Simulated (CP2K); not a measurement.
PbO:

```
Pb O
1.0
     5.87600    0.00000    0.00000
     0.00000    5.47600    0.00000
     0.00000    0.00000    4.74300
Pb O
4 4
Direct
  0.76900 0.51400 0.25000
  0.23100 0.48600 0.75000
  0.76900 0.98600 0.75000
  0.23100 0.01400 0.25000
  0.13200 0.58200 0.25000
  0.86800 0.41800 0.75000
  0.13200 0.91800 0.75000
  0.86800 0.08200 0.25000
```

Base run:

* Program: CP2K 2026.2
* Functional: rev-vdW-DF2
* Potentials or basis: POTENTIAL_UZH Pb GTH-PBE-q4, O GTH-PBE-q6; DZVP-MOLOPT-PBE-GTH basis
* Density cutoff: 11565 eV
* k mesh: 4 × 4 × 5
* Occupations: fermi-dirac, width 0.05 eV
* Spin: no spin polarisation

Its results: band gap on the k mesh 2.02 eV, indirect (least direct gap 2.30 eV); pressure 4.6 GPa; largest force 1.149 eV/Å.

The run is repeated on the same cell with these changes: functional from rev-vdW-DF2 to PBE. What comes out?

Band gap on the k mesh 1.96 eV, indirect (least direct gap 2.25 eV); pressure 4.6 GPa; largest force 1.116 eV/Å.

Caveats: spin-orbit coupling is left out, which as a rule narrows the gap of such compounds by several tenths of an eV; an odd mesh through Γ misses points on the zone boundary, where band edges often lie; the cell's inner coordinates are idealised or old, which leaves forces on the atoms; the basis of atomic orbitals isn't converged, which shifts pressures, moduli and gaps; the potentials were made for another functional, which shifts forces and pressure (some runs).
